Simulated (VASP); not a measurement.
A run of VASP 6.6.1 is set up as follows.

INCAR

```
SYSTEM = Te
  ALGO = Normal
  EDIFF = 1E-7
  EDIFFG = -0.005
  ENCUT = 600
  GGA = PE
  IBRION = 2
  ISIF = 3
  ISMEAR = 0
  IVDW = 12
  LASPH = .True.
  LCHARG = .False.
  LREAL = .False.
  LWAVE = .False.
  NELM = 80
  NSW = 90
  PREC = Accurate
  SIGMA = 0.03
```

KPOINTS

```
k-points
0
Gamma
  9 9 6
  0 0 0
```

File POSCAR:

```
Te                                      
1.0
    4.3126630146     -0.0000000000      0.0000000000
   -2.1563315073      3.7348757300     -0.0000000000
   -0.0000000000      0.0000000000      5.9760816449
  Te            
     3
Direct
     0.2848108540768612    0.0000000000000000    0.3333333300000021
     0.0000000000000105    0.2848108540768822    0.6666666699999979
     0.7151891459231284    0.7151891459231176    1.0000000000000000
```

Potentials or basis: VASP PAW PBE potentials, release 64 (Te).

Run with:

```sh
$ cat potpaw_PBE.64/Te/POTCAR > POTCAR
$ mpirun -np 1 vasp_std > vasp.out
```

(1) What does it give for the space group after relaxing (to 0.05 Å)?

(2) Estimate the dispersion energy per atom.

(3) Predict the relaxed cell.

## Answers

(1) P3_121 (No. 152).

(2) -0.457 eV.

(3) a = 4.311 Å, b = 4.311 Å, c = 5.974 Å, α = 90.00°, β = 90.00°, γ = 120.00°.
